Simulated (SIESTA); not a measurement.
## MgSe under changes of volume

One of the cells (20.246 Å³/atom); the others are scaled copies at fixed shape and fractional positions:

```xyz
2
Lattice="0.0000 2.7255 2.7255 2.7255 0.0000 2.7255 2.7255 2.7255 0.0000" Properties=species:S:1:pos:R:3 pbc="T T T"
Se    2.7255    2.7255    2.7255
Mg    0.0000    0.0000    0.0000
```

| Quantity | Value |
| --- | --- |
| Program | SIESTA 5.4.2 |
| Functional | PBEsol |
| Potentials or basis | PseudoDojo 0.4 standard (PBEsol files) |
| Basis | DZP (energy shift 0.003 Ry; two zetas on semicore shells) |
| Grid cutoff | 800 Ry |
| Energy shift | 0.003 Ry |
| k mesh | 8 × 8 × 8 |
| Occupations | fermi-dirac, width 0.05 eV |
| Spin | no spin polarisation |

```tsv
volume (Å³/atom)	energy over the lowest point (meV/atom)	pressure (GPa)	gap on the mesh (eV)
19.031	35.61	6.9	1.96
19.436	20.52	5.1	1.93
19.841	?	?	?
20.246	3.06	1.9	1.87
20.651	0.00	0.5	1.85
21.056	1.30	-0.8	1.82
21.461	4.61	-1.8	1.79
```

Question: What does the run at 19.841 Å³/atom give?

Answer: Energy over the lowest point 9.72 meV/atom; pressure 3.4 GPa; gap on the mesh 1.90 eV.

Worked out: A Birch-Murnaghan fit of order 3 (a polynomial in V^(-2/3)) to the other rows has its minimum at 20.77 Å³/atom with B0 = V·E''(V) = 68 GPa and B' = 3.6. It gives 9.68 meV/atom at 19.841 Å³/atom, against the run's 9.72, and -dE/dV = 3.4 GPa, against 3.4. A straight line through the other rows of the gap, of slope -1.39 eV per unit of ln V, gives 1.90 eV, against the run's 1.90.

Energies are extrapolated to zero smearing.

Caveats: the basis of atomic orbitals isn't converged, which shifts pressures, moduli and gaps.

A mesh can miss the band edges. Spin-orbit coupling on Se is left out.
